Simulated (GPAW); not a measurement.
# PtS2 (P-3m1) in GPAW: settings compared

Aim: see how the results for PtS2 move with the level of theory and the settings. Levels: PBEsol+D4, RPBE+D3(BJ). Tasks: relaxation of cell and atoms.

All numbers are computed with GPAW 26.7.0; they aren't measurements. Logs are shortened: lines on timing, memory, paths and dates and some standing lists are left out, and cuts for length are marked. The log counts tension as positive stress, the text compression.

## 1. The crystal as given

The structure is trigonal, space group P-3m1 (No. 164). The conventional cell has a = 3.543 Å, b = 3.543 Å, c = 5.039 Å, α = 90.00°, β = 90.00°, γ = 120.00°. Pt (site symmetry -3m) is surrounded by 6 S at 2.34 Å. S (site symmetry 3m) has 3 Pt at 2.34 Å as nearest neighbours.

## 2. Relaxation of cell and atoms, PBEsol+D4

Input file run.py:

```python
from ase.calculators.mixing import SumCalculator
from ase.filters import FrechetCellFilter
from ase.io import read, write
from ase.optimize import BFGS
from dftd4.ase import DFTD4
from gpaw import GPAW, PW, setup_paths

setup_paths.insert(0, '.')

atoms = read('PtS2.xyz')

calc = GPAW(mode=PW(600),
            xc='PBEsol',
            kpts={'size': (9, 9, 5), 'gamma': True},
            occupations={'name': 'fermi-dirac', 'width': 0.05},
            nbands=26,
            convergence={'density': 1e-05, 'forces': 0.0001},
            maxiter=150,
            txt='gpaw.txt')
atoms.calc = SumCalculator([calc, DFTD4(method='pbesol')])
opt = BFGS(FrechetCellFilter(atoms), trajectory='relax.traj', logfile='-')
done = opt.run(fmax=0.02, steps=60)
calc.write('gs.gpw')
write('result.traj', atoms)
print('Converged:', done)
print('Cell:', atoms.cell.cellpar().round(4))
print('Volume:', round(atoms.get_volume(), 4))
print(atoms.get_scaled_positions().round(5))
```

Input file PtS2.xyz:

```xyz
3
Lattice="3.5432000000 0.0000000000 0.0000000000 -1.7716000000 3.0685012107 0.0000000000 0.0000000000 0.0000000000 5.0388000000" Properties=species:S:1:pos:R:3 pbc="T T T"
Pt     0.0000000000      0.0000000000      0.0000000000
S      1.7716000002      1.0228337368      3.8949924000
S     -0.0000000002      2.0456674739      1.1438076000
```

Potentials or basis: PAW data sets generated in the run's folder for this functional, pw.

Command:

```sh
$ gpaw-setup -f PBEsol Pt S
$ OMP_NUM_THREADS=1 python run.py
```

gpaw.txt:

```text
__  _  _
 | _ |_)|_||  |
 |__||  | ||/\| - 26.7.0

Input parameters:
  mode=PW(ecut=600.0),
  convergence={'density': 1e-05, 'forces': 0.0001},
  kpts=MonkhorstPack(size=(9, 9, 5), gamma=True),
  maxiter=150,
  nbands=26,
  occupations=Occupations(name='fermi-dirac', width=0.05),
  xc=XC(name='PBEsol')

Diagonalizing LCAO Hamiltonian
Converting LCAO to pw mode

            S

         S

       Pt

Atoms  # Å, Bohr magnetons
|   | symbol |         x |        y |        z |    initial magnetic moments |
|---|--------|-----------|----------|----------|-----------------------------|
| 0 |     Pt |  0.000000 | 0.000000 | 0.000000 | ( 0.0000,  0.0000,  0.0000) |
| 1 |      S |  1.771600 | 1.022834 | 3.894992 | ( 0.0000,  0.0000,  0.0000) |
| 2 |      S | -0.000000 | 2.045667 | 1.143808 | ( 0.0000,  0.0000,  0.0000) |

Unit cell  # Å
| periodic |         x |        y |        z |  lengths |     angles |
|----------|-----------|----------|----------|----------|------------|
|      yes |  3.543200 | 0.000000 | 0.000000 | 3.543200 |  90.000000 |
|      yes | -1.771600 | 3.068501 | 0.000000 | 3.543200 |  90.000000 |
|      yes |  0.000000 | 0.000000 | 5.038800 | 5.038800 | 120.000000 |

Number of symmetries: 12
Symmetry operations  # r_c * U_cc + t_c -> r_c
|    | kind |            matrix            |
|----|------|------------------------------|
|  0 |  σ   |  1, 1, 0,  0,-1, 0,  0, 0, 1 |
|  1 |  S6  |  1, 1, 0, -1, 0, 0,  0, 0,-1 |
|  2 |  E   |  1, 0, 0,  0, 1, 0,  0, 0, 1 |
|  3 |  C2  |  1, 0, 0, -1,-1, 0,  0, 0,-1 |
|  4 |  C2  |  0, 1, 0,  1, 0, 0,  0, 0,-1 |
|  5 |  C3  |  0, 1, 0, -1,-1, 0,  0, 0, 1 |
|  6 |  S6  |  0,-1, 0,  1, 1, 0,  0, 0,-1 |
|  7 |  σ   |  0,-1, 0, -1, 0, 0,  0, 0, 1 |
|  8 |  σ   | -1, 0, 0,  1, 1, 0,  0, 0, 1 |
[... 222 lines left out ...]
       Pt

Atoms  # Å, Bohr magnetons
|   | symbol |         x |        y |         z |    initial magnetic moments |
|---|--------|-----------|----------|-----------|-----------------------------|
| 0 |     Pt | -0.000000 | 0.000000 | -0.000000 | ( 0.0000,  0.0000,  0.0000) |
| 1 |      S |  1.775978 | 1.025361 |  3.888815 | ( 0.0000,  0.0000,  0.0000) |
| 2 |      S | -0.000000 | 2.050723 |  1.160088 | ( 0.0000,  0.0000,  0.0000) |

Unit cell  # Å
| periodic |         x |        y |         z |  lengths |     angles |
|----------|-----------|----------|-----------|----------|------------|
|      yes |  3.551956 | 0.000000 | -0.000000 | 3.551956 |  90.000000 |
|      yes | -1.775978 | 3.076084 |  0.000000 | 3.551956 |  90.000000 |
|      yes | -0.000000 | 0.000000 |  5.048903 | 5.048903 | 120.000000 |
[... 235 lines left out ...]
       Pt

Atoms  # Å, Bohr magnetons
|   | symbol |         x |         y |         z |    initial magnetic moments |
|---|--------|-----------|-----------|-----------|-----------------------------|
| 0 |     Pt | -0.000000 | -0.000000 | -0.000000 | ( 0.0000,  0.0000,  0.0000) |
| 1 |      S |  1.781719 |  1.028676 |  3.871800 | ( 0.0000,  0.0000,  0.0000) |
| 2 |      S |  0.000000 |  2.057351 |  1.190870 | ( 0.0000,  0.0000,  0.0000) |

Unit cell  # Å
| periodic |         x |        y |         z |  lengths |     angles |
|----------|-----------|----------|-----------|----------|------------|
|      yes |  3.563437 | 0.000000 | -0.000000 | 3.563437 |  90.000000 |
|      yes | -1.781719 | 3.086027 |  0.000000 | 3.563437 |  90.000000 |
|      yes | -0.000000 | 0.000000 |  5.062671 | 5.062671 | 120.000000 |
[... 235 lines left out ...]
       Pt

Atoms  # Å, Bohr magnetons
|   | symbol |        x |         y |         z |    initial magnetic moments |
|---|--------|----------|-----------|-----------|-----------------------------|
| 0 |     Pt | 0.000000 | -0.000000 | -0.000000 | ( 0.0000,  0.0000,  0.0000) |
| 1 |      S | 1.780813 |  1.028153 |  3.862706 | ( 0.0000,  0.0000,  0.0000) |
| 2 |      S | 0.000000 |  2.056306 |  1.197258 | ( 0.0000,  0.0000,  0.0000) |

Unit cell  # Å
| periodic |         x |        y |         z |  lengths |     angles |
|----------|-----------|----------|-----------|----------|------------|
|      yes |  3.561626 | 0.000000 | -0.000000 | 3.561626 |  90.000000 |
|      yes | -1.780813 | 3.084458 |  0.000000 | 3.561626 |  90.000000 |
|      yes | -0.000000 | 0.000000 |  5.059964 | 5.059964 | 120.000000 |
[... 222 lines left out ...]
Forces  # eV/Ang
|        x |        y |        z |
|----------|----------|----------|
| -0.00000 | -0.00000 |  0.00000 |  # Pt   0
|  0.00000 | -0.00000 | -0.10840 |  # S    1
| -0.00000 |  0.00000 |  0.10840 |  # S    2

Diagonalizing LCAO Hamiltonian
Converting LCAO to pw mode

            S

         S

       Pt
[... 242 lines left out ...]
       Pt

Atoms  # Å, Bohr magnetons
|   | symbol |         x |         y |        z |    initial magnetic moments |
|---|--------|-----------|-----------|----------|-----------------------------|
| 0 |     Pt | -0.000000 | -0.000000 | 0.000000 | ( 0.0000,  0.0000,  0.0000) |
| 1 |      S |  1.763359 |  1.018078 | 3.765814 | ( 0.0000,  0.0000,  0.0000) |
| 2 |      S |  0.000002 |  2.036152 | 1.235078 | ( 0.0000,  0.0000,  0.0000) |

Unit cell  # Å
| periodic |         x |         y |         z |  lengths |     angles |
|----------|-----------|-----------|-----------|----------|------------|
|      yes |  3.526724 | -0.000002 |  0.000000 | 3.526724 |  90.000006 |
|      yes | -1.763364 |  3.054232 | -0.000000 | 3.526724 |  89.999994 |
|      yes |  0.000000 | -0.000000 |  5.000893 | 5.000893 | 120.000061 |
[... 1672 lines left out ...]
       Pt

Atoms  # Å, Bohr magnetons
|   | symbol |         x |        y |        z |    initial magnetic moments |
|---|--------|-----------|----------|----------|-----------------------------|
| 0 |     Pt | -0.000000 | 0.000000 | 0.000000 | ( 0.0000,  0.0000,  0.0000) |
| 1 |      S |  1.784821 | 1.030579 | 3.288441 | ( 0.0000,  0.0000,  0.0000) |
| 2 |      S |  0.000012 | 2.061039 | 1.184286 | ( 0.0000,  0.0000,  0.0000) |

Unit cell  # Å
| periodic |         x |         y |         z |  lengths |     angles |
|----------|-----------|-----------|-----------|----------|------------|
|      yes |  3.569882 | -0.000027 | -0.000058 | 3.569882 |  89.997983 |
|      yes | -1.784964 |  3.091595 |  0.000058 | 3.569882 |  90.002017 |
|      yes | -0.000084 |  0.000049 |  4.472727 | 4.472727 | 120.000852 |
[... 222 lines left out ...]
       Pt

Atoms  # Å, Bohr magnetons
|   | symbol |         x |         y |        z |    initial magnetic moments |
|---|--------|-----------|-----------|----------|-----------------------------|
| 0 |     Pt | -0.000000 | -0.000000 | 0.000000 | ( 0.0000,  0.0000,  0.0000) |
| 1 |      S |  1.783644 |  1.029896 | 3.268755 | ( 0.0000,  0.0000,  0.0000) |
| 2 |      S |  0.000011 |  2.059677 | 1.191365 | ( 0.0000,  0.0000,  0.0000) |

Unit cell  # Å
| periodic |         x |         y |         z |  lengths |     angles |
|----------|-----------|-----------|-----------|----------|------------|
|      yes |  3.567522 | -0.000026 | -0.000058 | 3.567522 |  89.998010 |
|      yes | -1.783784 |  3.089551 |  0.000058 | 3.567522 |  90.001990 |
|      yes | -0.000083 |  0.000048 |  4.460120 | 4.460120 | 120.000848 |
[... 210 lines left out ...]
Forces  # eV/Ang
|        x |        y |        z |
|----------|----------|----------|
|  0.00000 |  0.00000 |  0.00000 |  # Pt   0
|  0.00013 | -0.00008 | -0.00474 |  # S    1
| -0.00013 |  0.00008 |  0.00474 |  # S    2

# Writing to gs.gpw (mode='')
```

stdout:

```text
Step          Energy          fmax
BFGS:    0      -17.927824        0.977139
BFGS:    1      -17.958550        0.680153
BFGS:    2      -17.982849        0.194566
BFGS:    3      -17.985891        0.234120
BFGS:    4      -17.997340        0.374176
BFGS:    5      -18.003983        0.384201
BFGS:    6      -18.008112        0.310694
BFGS:    7      -18.010875        0.234633
BFGS:    8      -18.016374        0.338756
BFGS:    9      -18.027523        0.479265
BFGS:   10      -18.043694        0.532591
BFGS:   11      -18.055821        0.319507
BFGS:   12      -18.063950        0.087679
BFGS:   13      -18.064498        0.014528
Converged: True
Cell: [  3.5675   3.5675   4.4601  89.998   90.002  120.0008]
Volume: 49.1594
[[0.      0.      0.     ]
 [0.66666 0.33334 0.73289]
 [0.33334 0.66666 0.26711]]
```

It took 15 min on 1 thread of Arm Neoverse V2, shared host; peak memory 0.64 GiB.

What came out:

```
Free energy                            : -18.0659 eV
Relaxed volume                         : 16.39 Å³/atom
Relaxed cell                           : a = 3.568 Å, b = 3.568 Å, c = 4.460 Å, α = 90.00°, β = 90.00°, γ = 120.00°
Space group after relaxing (to 0.05 Å) : P-3m1 (No. 164)
Energy gained by relaxing              : 45.6 meV/atom
Ionic steps                            : 14
Pressure after relaxing                : 0.0 GPa
Largest force after relaxing           : 0.007 eV/Å
Band gap on the k mesh                 : none (metal or under the smearing width)
Dispersion energy per atom             : -0.280 eV
```

Forces in eV/Å, atoms in the order of the input:
```
Pt   0.000  0.000  0.000
S    0.000  0.000 -0.007
S    0.000  0.000  0.007
```

The path:
| step | energy change (eV) | largest force (eV/Å) | pressure (GPa) | volume (Å³) |
| --- | --- | --- | --- | --- |
| 1 | 0.0000 | 0.9771 | 4.26 | 54.78 |
| 2 | -0.0307 | 0.6788 | 1.94 | 55.16 |
| 3 | -0.0550 | 0.1855 | -1.65 | 55.67 |
| 4 | -0.0581 | 0.1164 | -1.97 | 55.59 |
| 5 | -0.0695 | 0.0865 | -2.30 | 54.77 |
| 6 | -0.0762 | 0.1316 | -1.56 | 53.87 |
| 7 | -0.0803 | 0.0734 | -0.30 | 53.05 |
| 8 | -0.0831 | 0.0040 | 0.57 | 52.61 |
| 9 | -0.0885 | 0.1253 | 1.73 | 51.92 |
| 10 | -0.0997 | 0.2834 | 3.18 | 50.69 |
| 11 | -0.1159 | 0.3938 | 4.31 | 48.93 |
| 12 | -0.1280 | 0.3013 | 2.89 | 48.69 |
| 13 | -0.1361 | 0.0988 | 0.24 | 49.36 |
| 14 | -0.1367 | 0.0071 | 0.03 | 49.16 |

Final structure:
```xyz
3
Lattice="3.5675 0.0000 -0.0001 -1.7838 3.0896 0.0001 -0.0001 0.0000 4.4601" Properties=species:S:1:pos:R:3 pbc="T T T"
Pt    0.0000    0.0000    0.0000
S     1.7836    1.0299    3.2688
S     0.0000    2.0597    1.1914
```

Caveat: later steps reuse the first step's grids; the volume moved by -10 % from the deposited cell, more than functionals usually miss; pairwise dispersion overbinds metals, which lowers pressure and volume. The run has no spin-orbit coupling, so splittings on Pt are missing.

## 3. Relaxation of cell and atoms, RPBE+D3(BJ)

Edit run.py of step 2 so:

```diff
@@ -4,6 +4,4 @@
 from ase.optimize import BFGS
-from dftd4.ase import DFTD4
-from gpaw import GPAW, PW, setup_paths
-
-setup_paths.insert(0, '.')
+from dftd3.ase import DFTD3
+from gpaw import GPAW, PW
 
@@ -12,3 +10,3 @@
 calc = GPAW(mode=PW(600),
-            xc='PBEsol',
+            xc='RPBE',
             kpts={'size': (9, 9, 5), 'gamma': True},
@@ -19,5 +17,5 @@
             txt='gpaw.txt')
-atoms.calc = SumCalculator([calc, DFTD4(method='pbesol')])
+atoms.calc = SumCalculator([calc, DFTD3(method='rpbe', damping='d3bj')])
 opt = BFGS(FrechetCellFilter(atoms), trajectory='relax.traj', logfile='-')
-done = opt.run(fmax=0.02, steps=60)
+done = opt.run(fmax=0.02, steps=100)
 calc.write('gs.gpw')
```

PtS2.xyz is that of step 2.

Potentials or basis: the program's PAW data sets (release 1.2.1) made for this functional, pw.

Command:

```sh
$ OMP_NUM_THREADS=1 python run.py
```

It took 6.2 min on 1 thread of Arm Neoverse V2, shared host; peak memory 0.32 GiB.

It converged, with:

| Item | Value |
| --- | --- |
| Free energy | -20.0753 eV |
| Relaxed volume | 14.17 Å³/atom |
| Relaxed cell | a = 3.482 Å, b = 3.482 Å, c = 4.048 Å, α = 90.00°, β = 90.00°, γ = 120.00° |
| Space group after relaxing (to 0.05 Å) | P-3m1 (No. 164) |
| Energy gained by relaxing | 225.2 meV/atom |
| Ionic steps | 13 |
| Pressure after relaxing | 0.0 GPa |
| Band gap on the k mesh | none (metal or under the smearing width) |
| Dispersion energy per atom | -2.309 eV |

Step by step:
```tsv
step	energy change (eV)	largest force (eV/Å)	pressure (GPa)	volume (Å³)
1	0.0000	0.9594	-2.47	54.78
2	-0.0295	0.8320	-3.09	54.56
3	-0.2103	0.3115	-7.48	51.31
4	-0.2427	0.3199	-6.42	50.12
5	-0.3095	0.0344	0.50	46.35
6	-0.3292	0.1901	1.87	45.95
7	-0.4573	0.9382	8.14	43.54
8	-0.5572	1.1253	11.60	41.56
9	-0.6322	0.8899	6.03	41.91
10	-0.6605	0.4842	3.76	42.01
11	-0.6742	0.0298	-1.04	42.93
12	-0.6750	0.0499	0.22	42.37
13	-0.6756	0.0010	0.00	42.52
```

Final structure:
```yaml
crystal:
  lattice:
    - [3.48243, 0.00000, 0.00000]
    - [-1.74121, 3.01587, 0.00000]
    - [0.00000, 0.00000, 4.04847]
  atoms:
    - { symbol: Pt, position: [0.00000, 0.00000, 0.00000] }
    - { symbol: S, position: [0.66667, 0.33333, 0.70384] }
    - { symbol: S, position: [0.33333, 0.66667, 0.29616] }
```

Levels at points of the mesh, in eV from the Fermi level:
| k point | band 10 | band 11 | band 12 | band 13 | band 14 | band 15 | band 16 | band 17 | band 18 | band 19 |
| --- | --- | --- | --- | --- | --- | --- | --- | --- | --- | --- |
| (0.00, 0.00, 0.00) | -4.34 | -2.44 | -1.42 | -1.42 | 0.27 | 0.27 | 0.60 | 3.16 | 6.30 | 7.22 |

Caveat: later steps reuse the first step's grids; the volume moved by over 15 % at a fixed basis, so the end points are rough; the volume moved by -22 % from the deposited cell, more than functionals usually miss; pairwise dispersion overbinds metals, which lowers pressure and volume. Spin-orbit coupling is left out, which matters for the levels of Pt.
